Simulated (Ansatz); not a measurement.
## Strain and the gap of AgCl (zincblende)

Zincblende AgCl, relaxed with r2SCAN in the PAW code Ansatz. The symmetry is F-43m (No. 216, cubic); a = 5.987 Å in the conventional setting, 26.82 Å³ an atom. Around Ag lie 4 Cl at 2.59 Å; around Cl lie 4 Ag at 2.59 Å.

The axes x, y and z are those of this cell:
```
CELL_PARAMETERS angstrom
0.00000 2.99327 2.99327
2.99327 0.00000 2.99327
2.99327 2.99327 0.00000
ATOMIC_POSITIONS crystal
Ag 0.00000 0.00000 0.00000
Cl 0.25000 0.25000 0.25000
```

Unstrained: The PBE gap is direct at Γ: 1.252 eV. r2SCAN gives a direct gap of 1.647 eV at Γ. With HSE06 the gap is 2.712 eV and direct, at Γ. Meshes: PBE 8×8×8, r2SCAN 8×8×8, HSE06 6×6×6. Strains are changes of length per length. After each strain the atoms were relaxed again with r2SCAN within the symmetry that the strain leaves, so tilts or polar shifts that break it weren't tested; points keep the names that they have in the unstrained zone. Under uniaxial strain the other axes carry as much stress as the strained one: the cell is very soft in shear and may be mechanically unstable. The calculation is spin-unpolarised, and the structure need not be a phase that has been made.

Changes of the least gap in eV (an overlap counts as a negative gap):
```
                                                                    strain  volume change (%)  space group     PBE  r2SCAN   HSE06  energy rise, r2SCAN (meV/atom)
                                                  uniaxial -3.12 % along x               -3.1        I-4m2  -0.064  -0.065  -0.072                             3.0
epitaxial -0.58 % in the plane normal to [111], free normal strain +1.17 %                0.0          R3m  -0.024  -0.025       –                             0.1
```

Uniaxial -3.12 % along x, other directions held. HSE06: the gap goes from 2.712 to 2.640 eV (-0.072 eV); with r2SCAN the top three valence levels at Γ, degenerate before, become 1+2 from the top over 44 meV. Stress change with r2SCAN, compression positive: xx +1.15, yy +1.21, zz +1.21 GPa.

Epitaxial -0.58 % in the plane normal to [111], free normal strain +1.17 %. r2SCAN: the gap goes from 1.647 to 1.622 eV (-0.025 eV); with r2SCAN the top three valence levels at Γ, degenerate before, become 1+2 from the top over 41 meV. Stress change with r2SCAN, compression positive: xx -0.02, yy -0.02, zz -0.02 GPa.

The runs are scalar-relativistic, without spin-orbit coupling.

The meshes of the hybrids are coarse, so their gaps aren't converged to the digits shown.

The splittings at Γ are without spin-orbit coupling, which regroups them where it is of like size or larger.
